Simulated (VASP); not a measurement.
# Ba (Pm-3m) in VASP: a series of runs, part 2 of 2

VASP 6.6.1. Earlier steps stand in the parts before.

### Step 5. Single point, PBE

File INCAR:

```
PREC = Accurate
ENCUT = 450
EDIFF = 1E-6
ISMEAR = -5
SIGMA = 0.2
LREAL = F
LASPH = T
NELM = 100
ALGO = Normal
ISIF = 2
LWAVE = F
LCHARG = F
GGA = PE
ADDGRID = F
```

File KPOINTS:

```
regular mesh
0
Gamma
  14 14 14
```

File POSCAR:

```
Ba
1.0
    3.9177175405      0.0000000000      0.0000000000
    0.0000000000      3.9177175405      0.0000000000
    0.0000000000      0.0000000000      3.9177175405
Ba
1
Direct
    0.0000000000      0.0000000000      0.0000000000
```

Potentials or basis: VASP PAW PBE potentials, release 64 (Ba_sv).

Started as:

```console
$ cat potpaw_PBE.64/Ba_sv/POTCAR > POTCAR
$ mpirun -np 1 vasp_std > vasp.out
```

OUTCAR:

```text
PREC = Accurate
   ENCUT = 450
   EDIFF = 1E-6
   ISMEAR = -5
   LREAL = F
   LASPH = T
   NELM = 100
   ISIF = 2
   GGA = PE

 Found    120 irreducible k-points:

 Following reciprocal coordinates:
            Coordinates               Weight
  0.000000  0.000000  0.000000      1.000000
  0.071429  0.000000  0.000000      6.000000
  0.142857  0.000000  0.000000      6.000000
  0.214286  0.000000  0.000000      6.000000
  0.285714  0.000000  0.000000      6.000000
  0.357143  0.000000  0.000000      6.000000
   k-points           NKPTS =    120   k-points in BZ     NKDIM =    120   number of bands    NBANDS=      9
   number of dos      NEDOS =    301   number of ions     NIONS =      1
   total plane-waves  NPLWV =  21952
   dimension x,y,z NGX =    28 NGY =   28 NGZ =   28
   dimension x,y,z NGXF=    56 NGYF=   56 NGZF=   56
   ions per type =               1
   NGX,Y,Z   is equivalent  to a cutoff of  11.88, 11.88, 11.88 a.u.
   NGXF,Y,Z  is equivalent  to a cutoff of  23.76, 23.76, 23.76 a.u.
 SYSTEM =  unknown system
   PREC   = accura    normal or accurate (medium, high low for compatibility)
   ISTART =      0    job   : 0-new  1-cont  2-samecut
   ICHARG =      2    charge: 1-file 2-atom 10-const
   ISPIN  =      1    spin polarized calculation?
   LNONCOLLINEAR =      F non collinear calculations
   LSORBIT =      F    spin-orbit coupling
   LASPH  =      T    aspherical Exc in radial PAW
   ENCUT  =  450.0 eV  33.07 Ry    5.75 a.u.   6.78  6.78  6.78*2*pi/ulx,y,z
   NELM   =    100;   NELMIN=  2; NELMDL= -5     # of ELM steps
   EDIFF  = 0.1E-05   stopping-criterion for ELM
   LREAL  =      F    real-space projection
   EDIFFG = 0.1E-04   stopping-criterion for IOM
   NSW    =      0    number of steps for IOM
   IBRION =     -1    ionic relax: 0-MD 1-quasi-New 2-CG
   NFREE  =      0    steps in history (QN), initial steepest desc. (CG)
   ISIF   =      2    stress and relaxation
   ISYM   =      2    0-nonsym 1-usesym 2-fastsym
   POTIM  = 0.5000    time-step for ionic-motion
   TEBEG  =    0.0;   TEEND  =   0.0 temperature during run
   PSTRESS=    0.0 pullay stress
   NELECT =      10.0000    total number of electrons
   NUPDOWN=      -1.0000    fix difference up-down
   EMIN   =  10.00;   EMAX   =-10.00  energy-range for DOS
   EFERMI =   0.00;   METHOD = LEGACY
   ISMEAR =    -5;   SIGMA  =   0.20  broadening in eV -4-tet -1-fermi 0-gaus
   EFERMI_NEDOS =   21; number of points for ismear=-14 and -15
   IALGO  =     38    algorithm
   IMIX   =      4    mixing-type and parameters
     AMIX     =   0.40;   BMIX     =  1.00
     AMIX_MAG =   1.60;   BMIX_MAG =  1.00
  volume/ion in A,a.u.               =      60.13       405.78
  Fermi-wavevector in a.u.,A,eV,Ry     =   0.900275  1.701272 11.027448  0.810495
  Thomas-Fermi vector in A             =   2.023212
   LORBIT       =      0    0 simple, 1 ext, 2 COOP (PROOUT), +10 PAW based schemes
   GGA     = PE    functional components
   LHFCALC =     F    Hartree Fock is set to
   AEXX    =    0.0000 exact exchange contribution
   IVDW    =     0    specifies the selected vdW correction
   LEPSILON=     F    determine dielectric tensor
   LRPA    =     F    only Hartree local field effects (RPA)
 non-spin polarized calculation
 Fermi weights with tetrahedron method with Bloechl corrections
  energy-cutoff  :      450.00
  volume of cell :       60.13
 maximum number of plane-waves:      1334
 NGX is ok and might be reduce to    28
   NGX = 13   NGY = 13   NGZ = 13

 number of electron      10.0000000 magnetization

 number of electron       9.9999999 magnetization

 Free energy of the ion-electron system (eV)
  ---------------------------------------------------
  ext. energy  EPLUGINS =         0.00000000
  ---------------------------------------------------
  free energy    TOTEN  =        -1.59606186 eV

  energy without entropy =       -1.59606186  energy(sigma->0) =       -1.59606186

 E-fermi :   1.7260     XC(G=0):  -7.5442

 val. band max:        1.8083455254   @ k =   0.5000   0.1429   0.1429
 cond. band min:       1.7094578646   @ k =   0.5000   0.2143   0.0000
 fundamental gap:     -0.0988876608
 Fermi energy:         1.7260284473

 k-point     1 :       0.0000    0.0000    0.0000
  band No.  band energies     occupation
      1     -27.4139      2.00000
      2     -12.2261      2.00000
      3     -12.2261      2.00000
      4     -12.2261      2.00000
      5      -0.8514      2.00000
      6       1.7585      0.00000
      7       1.7585      0.00000
      8       6.6994      0.00000
      9       6.6994      0.00000

 k-point     2 :       0.0714    0.0000    0.0000
  band No.  band energies     occupation
      1     -27.4107      2.00000
      2     -12.2675      2.00000
      3     -12.2226      2.00000
      4     -12.2226      2.00000
      5      -0.7718      2.00000
      6       1.7831      0.00000
      7       1.8418      0.00000
      8       6.4835      0.00000
      9       6.4877      0.00000

 k-point     3 :       0.1429    0.0000    0.0000
  band No.  band energies     occupation
      1     -27.4018      2.00000
      2     -12.3809      2.00000
      3     -12.2128      2.00000
      4     -12.2128      2.00000
      5      -0.5495      2.00000
      6       1.8540      0.00000
      7       2.0775      0.00000
      8       6.0075      0.00000
      9       6.0081      0.00000

 k-point     4 :       0.2143    0.0000    0.0000
  band No.  band energies     occupation
      1     -27.3889      2.00000
      2     -12.5388      2.00000
      3     -12.1985      2.00000
      4     -12.1985      2.00000
      5      -0.2246      2.00000
      6       1.9620      0.00000
      7       2.4074      0.00000
      8       5.4890      0.00000
      9       5.4890      0.00000

 k-point     5 :       0.2857    0.0000    0.0000
  band No.  band energies     occupation
      1     -27.3745      2.00000
      2     -12.7067      2.00000
      3     -12.1826      2.00000
      4     -12.1826      2.00000
      5       0.1582      2.00000
      6       2.0909      0.00000
      7       2.6976      0.00000
      8       5.0318      0.00000
      9       5.0318      0.00000

 k-point     6 :       0.3571    0.0000    0.0000
  band No.  band energies     occupation
      1     -27.3614      2.00000
      2     -12.8519      2.00000
      3     -12.1682      2.00000
      4     -12.1682      2.00000
      5       0.5555      2.00000
      6       2.2169      0.00000
      7       2.7854      0.00000
      8       4.6831      0.00000
      9       4.6831      0.00000

 [... further k-points ...]
[... 5 lines left out ...]
  --------------------------------------------------------------------------------------
  -------------------------------------------------------------------------------------
  Total        0.1236330      0.1236330      0.1236330     -0.0000000     -0.0000000      0.0000000
  in kB        3.2941684      3.2941684      3.2941684     -0.0000000     -0.0000000      0.0000000
  external PRESSURE =       3.2941684 kB  Pullay stress =       0.0000000 kB

 VOLUME and BASIS-vectors are now :
 -----------------------------------------------------------------------------
  energy-cutoff  :      450.00
  volume of cell :       60.13
      direct lattice vectors                 reciprocal lattice vectors
     3.917717540  0.000000000  0.000000000     0.255250663  0.000000000  0.000000000
     0.000000000  3.917717540  0.000000000     0.000000000  0.255250663  0.000000000
     0.000000000  0.000000000  3.917717540     0.000000000  0.000000000  0.255250663

 POSITION                                       TOTAL-FORCE (eV/Angst)
 -----------------------------------------------------------------------------------
      0.00000      0.00000      0.00000         0.000000      0.000000      0.000000
 -----------------------------------------------------------------------------------
    total drift:                               -0.000000     -0.000000     -0.000000

  FREE ENERGIE OF THE ION-ELECTRON SYSTEM (eV)
  ---------------------------------------------------
  free  energy   TOTEN  =        -1.5960618625 eV

  energy  without entropy=       -1.5960618625  energy(sigma->0) =       -1.59606186
```

stdout:

```text
POSCAR found type information on POSCAR Ba
 POSCAR found :  1 types and       1 ions
 scaLAPACK will be used
 LDA part: xc-table for (Slater+PW92), standard interpolation
 POSCAR, INCAR and KPOINTS ok, starting setup
 FFT: planning ... GRIDC
 FFT: planning ... GRID_SOFT
 FFT: planning ... GRID
 WAVECAR not read
 entering main loop
 -----------------------------------------------------------------------------
|                                                                             |
|           W    W    AA    RRRRR   N    N  II  N    N   GGGG   !!!           |
|           W    W   A  A   R    R  NN   N  II  NN   N  G    G  !!!           |
|           W    W  A    A  R    R  N N  N  II  N N  N  G       !!!           |
|           W WW W  AAAAAA  RRRRR   N  N N  II  N  N N  G  GGG   !            |
|           WW  WW  A    A  R   R   N   NN  II  N   NN  G    G                |
|           W    W  A    A  R    R  N    N  II  N    N   GGGG   !!!           |
|                                                                             |
|     Tetrahedron method does not include variations of the Fermi             |
|     occupations, so forces and stress will be inaccurate. We suggest        |
|     using a different smearing scheme ISMEAR = 1 or 2 for metals in         |
|     relaxations.                                                            |
|                                                                             |
 -----------------------------------------------------------------------------
```

Run time: 29 s. Hardware: 1 thread of Intel Xeon Platinum 8259CL at 2.50GHz (Skylake/Cascade Lake), shared host; peak memory 0.19 GiB.

The run converged, but some of its settings lie outside the range that counts as converged, so its numbers aren't taken as properties of the crystal.

What came out:

| Quantity | Value |
| --- | --- |
| Free energy | -1.5961 eV |
| Pressure | 0.3 GPa |
| Band gap on the k mesh | none (metal or under the smearing width) |

Caveat: tetrahedron occupations give inexact forces and stress in metals.

### Step 6. For comparison

An earlier run on the cell as given: functional PBE; potentials or basis VASP PAW PBE potentials, release 64 (Ba_sv); cutoff 520 eV; k mesh 7 × 7 × 7; occupations fermi-dirac, width 0.05 eV; no spin polarisation.

* Pressure: 0.4 GPa
* Band gap on the k mesh: 0.15 eV, indirect (least direct gap 0.22 eV)
